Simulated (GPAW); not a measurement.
Input of a GPAW 26.7.0 run:

The input run.py:

```python
from ase import Atoms
from ase.dft.bandgap import bandgap
from ase.io import write
from ase.units import GPa
from gpaw import GPAW, PW

atoms = Atoms(['Pb', 'S'],
              cell=[[3.653659, 0.0, 0.0],
                    [0.0, 3.653659, 0.0],
                    [0.0, 0.0, 3.653659]],
              scaled_positions=[[0.0, 0.0, 0.0],
                                [0.5, 0.5, 0.5]],
              pbc=True)

calc = GPAW(mode=PW(600),
            xc='LDA',
            kpts={'size': (7, 7, 7), 'gamma': True},
            occupations={'name': 'fermi-dirac', 'width': 0.05},
            nbands=19,
            convergence={'density': 1e-05, 'energy': 1e-05},
            maxiter=150,
            txt='gpaw.txt')
atoms.calc = calc
energy = atoms.get_potential_energy()
forces = atoms.get_forces()
stress = atoms.get_stress()
calc.write('gs.gpw')
write('result.traj', atoms)
print(f'Energy: {energy:.6f} eV')
print('Forces (eV/A):')
print(forces.round(4))
print('Stress (GPa):', (stress / GPa).round(3))
print('Fermi level:', round(calc.get_fermi_level(), 4), 'eV')
print(f'Gap: {bandgap(calc)[0]:.4f} eV, direct: {bandgap(calc, direct=True)[0]:.4f} eV')

path = atoms.cell.bandpath('GXMGRX,MR', npoints=60, eps=1e-4)
bs_calc = calc.fixed_density(kpts=path, symmetry='off', nbands=30,
                             convergence={'bands': 'CBM+6.0', 'eigenstates': 1e-6}, txt='bands.txt')
bs = bs_calc.band_structure()
bs.write('bs.json')
print(f'Gap on the path: {bandgap(bs_calc)[0]:.4f} eV')
```

Potentials or basis: the program's PAW data sets (release 1.2.1) made for this functional, pw.

The run is started by

```sh
$ OMP_NUM_THREADS=1 python run.py
```

Question: Estimate the band gap along the path.

Answer: None (metal or under the smearing width).

Question: Predict the pressure.

Answer: -5.6 GPa.

Levels at the corners of the path, in eV from the Fermi level:
```
point  band 8  band 9  band 10  band 11  band 12  band 13
    Γ   -1.51   -1.51    -1.51     5.51     5.51     6.47
    X   -0.37   -0.37    -0.02     0.28     3.90     3.90
    M   -4.38   -4.38    -0.17     4.18     4.18     5.84
    Γ   -1.51   -1.51    -1.51     5.51     5.51     6.47
    R   -2.28   -2.28    -2.28    -0.49    -0.49    -0.49
    X   -0.37   -0.37    -0.02     0.28     3.90     3.90
    M   -4.38   -4.38    -0.17     4.18     4.18     5.84
    R   -2.28   -2.28    -2.28    -0.49    -0.49    -0.49
```

Caveat: spin-orbit coupling is left out, which moves the levels of the heavy elements.
